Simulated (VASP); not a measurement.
# C62N (a cell with a defect): relaxation of the atoms with PBE

The system is C62N (a cell with a defect).

```
CELL_PARAMETERS angstrom
7.14400 0.00000 0.00000
0.00000 7.14400 0.00000
0.00000 0.00000 7.14400
ATOMIC_POSITIONS crystal
N 0.12500 0.12500 0.12500
C 0.00000 0.25000 0.25000
C 0.12500 0.37500 0.37500
C 0.25000 0.00000 0.25000
C 0.37500 0.12500 0.37500
C 0.25000 0.25000 0.00000
C 0.37500 0.37500 0.12500
C 0.00000 0.00000 0.50000
C 0.12500 0.12500 0.62500
C 0.00000 0.25000 0.75000
C 0.12500 0.37500 0.87500
C 0.25000 0.00000 0.75000
C 0.37500 0.12500 0.87500
C 0.25000 0.25000 0.50000
C 0.37500 0.37500 0.62500
C 0.00000 0.50000 0.00000
C 0.12500 0.62500 0.12500
C 0.00000 0.75000 0.25000
C 0.12500 0.87500 0.37500
C 0.25000 0.50000 0.25000
C 0.37500 0.62500 0.37500
C 0.25000 0.75000 0.00000
C 0.37500 0.87500 0.12500
C 0.00000 0.50000 0.50000
C 0.12500 0.62500 0.62500
C 0.00000 0.75000 0.75000
C 0.12500 0.87500 0.87500
C 0.25000 0.50000 0.75000
C 0.37500 0.62500 0.87500
C 0.25000 0.75000 0.50000
C 0.37500 0.87500 0.62500
C 0.50000 0.00000 0.00000
C 0.62500 0.12500 0.12500
C 0.50000 0.25000 0.25000
C 0.62500 0.37500 0.37500
C 0.75000 0.00000 0.25000
C 0.87500 0.12500 0.37500
C 0.75000 0.25000 0.00000
C 0.87500 0.37500 0.12500
C 0.50000 0.00000 0.50000
C 0.62500 0.12500 0.62500
C 0.50000 0.25000 0.75000
C 0.62500 0.37500 0.87500
C 0.75000 0.00000 0.75000
C 0.87500 0.12500 0.87500
C 0.75000 0.25000 0.50000
C 0.87500 0.37500 0.62500
C 0.50000 0.50000 0.00000
C 0.62500 0.62500 0.12500
C 0.50000 0.75000 0.25000
C 0.62500 0.87500 0.37500
C 0.75000 0.50000 0.25000
C 0.87500 0.62500 0.37500
C 0.75000 0.75000 0.00000
C 0.87500 0.87500 0.12500
C 0.50000 0.50000 0.50000
C 0.62500 0.62500 0.62500
C 0.50000 0.75000 0.75000
C 0.62500 0.87500 0.87500
C 0.75000 0.50000 0.75000
C 0.87500 0.62500 0.87500
C 0.75000 0.75000 0.50000
C 0.87500 0.87500 0.62500
```

The cell was built by a generator and needn't be a form met in nature.

```json
{
  "Program": "VASP 6.6.1",
  "Task": "relaxation of the atoms",
  "Functional": "PBE",
  "Potentials or basis": "VASP PAW PBE potentials, release 64 (N, C)",
  "Cutoff": "420 eV",
  "k mesh": "1 × 1 × 1",
  "Occupations": "gaussian, width 0.01 eV",
  "Spin": "collinear spin, ferromagnetic start",
  "Fixed moment": "2 μB",
  "Pname": "qdf-nv-64",
  "Further INCAR settings": "LREAL = Auto; ALGO = Normal; EDIFF = 1e-05; ISYM = 0; IBRION = 2; EDIFFG = -0.01; NSW = 40; NELECT = 254"
}
```

* Energy gained by relaxing: 15.7 meV/atom
* Ionic steps: 14
* Largest force after relaxing: 0.009 eV/Å
* Net moment: 2.00 μB per cell
* Site moments: N +0.01; C -0.00, +0.00, +0.01, -0.01, +0.02, +0.33, +0.03 μB
* Valence electrons inside the program's atomic spheres: N 3.90; C 2.55, 2.60, 2.59, 2.58, 2.61

Forces in eV/Å, atoms in the order of the input:
```
N    0.003  0.003  0.003
C    0.002  0.000  0.000
C    0.004  0.001  0.001
C    0.000  0.002  0.000
C    0.001  0.004  0.001
C    0.000  0.000  0.002
C    0.001  0.001  0.004
C    0.001  0.001  0.000
C   -0.001 -0.001  0.001
C    0.001 -0.005  0.003
C    0.001 -0.001  0.002
C   -0.005  0.001  0.003
C   -0.001  0.001  0.002
C   -0.004 -0.004  0.001
C   -0.003 -0.003  0.004
C    0.001  0.000  0.001
C   -0.001  0.001 -0.001
C    0.001  0.003 -0.005
C    0.001  0.002 -0.001
C   -0.004  0.001 -0.004
C   -0.003  0.004 -0.003
C   -0.005  0.003  0.001
C   -0.001  0.002  0.001
C   -0.001 -0.002 -0.002
C    0.008  0.002  0.002
C   -0.001  0.000  0.000
C   -0.006  0.002  0.002
C   -0.006  0.000  0.005
C   -0.001  0.000 -0.004
C   -0.006  0.005  0.000
C   -0.001 -0.004  0.000
C    0.000  0.001  0.001
C    0.001 -0.001 -0.001
C    0.001 -0.004 -0.004
C    0.004 -0.003 -0.003
C    0.003  0.001 -0.005
C    0.002  0.001 -0.001
C    0.003 -0.005  0.001
C    0.002 -0.001  0.001
C   -0.002 -0.001 -0.002
C    0.002  0.008  0.002
C    0.000 -0.006  0.005
C    0.000 -0.001 -0.004
C    0.000 -0.001  0.000
C    0.002 -0.006  0.002
C    0.005 -0.006  0.000
C   -0.004 -0.001  0.000
C   -0.002 -0.002 -0.001
C    0.002  0.002  0.008
C    0.000  0.005 -0.006
C    0.000 -0.004 -0.001
C    0.005  0.000 -0.006
C   -0.004  0.000 -0.001
C    0.000  0.000 -0.002
C    0.002  0.002 -0.006
C    0.000  0.000  0.000
C    0.002  0.002  0.002
C    0.000  0.004  0.004
C   -0.002 -0.001 -0.001
C    0.004  0.000  0.004
C   -0.001 -0.003 -0.001
C    0.004  0.004  0.000
C   -0.001 -0.001 -0.002
```

Step by step:
```
step  energy change (eV)  largest force (eV/Å)  pressure (GPa)
   1              0.0000                3.2031            4.89
   2             -0.3826                2.9015            7.21
   3             -0.7800                1.0745            5.88
   4             -0.8508                1.0328            6.93
   5             -0.9506                0.3295            6.42
   6             -0.9664                0.3330            6.66
   7             -0.9819                0.1385            6.55
   8             -0.9857                0.1342            6.61
   9             -0.9870                0.0679            6.59
  10             -0.9876                0.0400            6.60
  11             -0.9877                0.0369            6.60
  12             -0.9880                0.0173            6.60
  13             -0.9880                0.0173            6.60
  14             -0.9881                0.0085            6.59
```

Final structure:
```
N C
1.0
     7.14400    0.00000    0.00000
     0.00000    7.14400    0.00000
     0.00000    0.00000    7.14400
N C
1 62
Cartesian
  0.9831 0.9831 0.9831
  0.0432 1.7846 1.7846
  0.8950 2.6900 2.6900
  1.7846 0.0432 1.7846
  2.6900 0.8950 2.6900
  1.7846 1.7846 0.0432
  2.6900 2.6900 0.8950
  7.1432 7.1432 3.5718
  0.8879 0.8879 4.4731
  7.1323 1.7679 5.3722
  0.8828 2.6632 6.2679
  1.7679 7.1323 5.3722
  2.6632 0.8828 6.2679
  1.7861 1.7861 3.5820
  2.6766 2.6766 4.4710
  7.1432 3.5718 7.1432
  0.8879 4.4731 0.8879
  7.1323 5.3722 1.7679
  0.8828 6.2679 2.6632
  1.7861 3.5820 1.7861
  2.6766 4.4710 2.6766
  1.7679 5.3722 7.1323
  2.6632 6.2679 0.8828
  7.1438 3.5713 3.5713
  0.8855 4.4549 4.4549
  0.0090 5.3605 5.3605
  0.9489 6.1743 6.1743
  1.7831 3.5643 5.3647
  2.6826 4.4585 6.2539
  1.7831 5.3647 3.5643
  2.6826 6.2539 4.4585
  3.5718 7.1432 7.1432
  4.4731 0.8879 0.8879
  3.5820 1.7861 1.7861
  4.4710 2.6766 2.6766
  5.3722 7.1323 1.7679
  6.2679 0.8828 2.6632
  5.3722 1.7679 7.1323
  6.2679 2.6632 0.8828
  3.5713 7.1438 3.5713
  4.4549 0.8855 4.4549
  3.5643 1.7831 5.3647
  4.4585 2.6826 6.2539
  5.3605 0.0090 5.3605
  6.1743 0.9489 6.1743
  5.3647 1.7831 3.5643
  6.2539 2.6826 4.4585
  3.5713 3.5713 7.1438
  4.4549 4.4549 0.8855
  3.5643 5.3647 1.7831
  4.4585 6.2539 2.6826
  5.3647 3.5643 1.7831
  6.2539 4.4585 2.6826
  5.3605 5.3605 0.0090
  6.1743 6.1743 0.9489
  3.5725 3.5725 3.5725
  4.4654 4.4654 4.4654
  3.5726 5.3588 5.3588
  4.4679 6.2523 6.2523
  5.3588 3.5726 5.3588
  6.2523 4.4679 6.2523
  5.3588 5.3588 3.5726
  6.2523 6.2523 4.4679
```

It took 2.3 min on 8 MPI ranks on Intel(R) Xeon(R) Platinum 8488C (Sapphire Rapids) (shared host), peak memory 0.16 GiB a rank.

Caveat: the cell carries a net charge on a neutralising background, which shifts energy and pressure; the cell is charged against a uniform background, so pressure and absolute levels hang on convention; the cutoff is under 1.25 times the usual one of these potentials, so pressure, stress and relaxed cells hold a basis-set (Pulay) error; the total moment is fixed, so each spin has its own Fermi level.
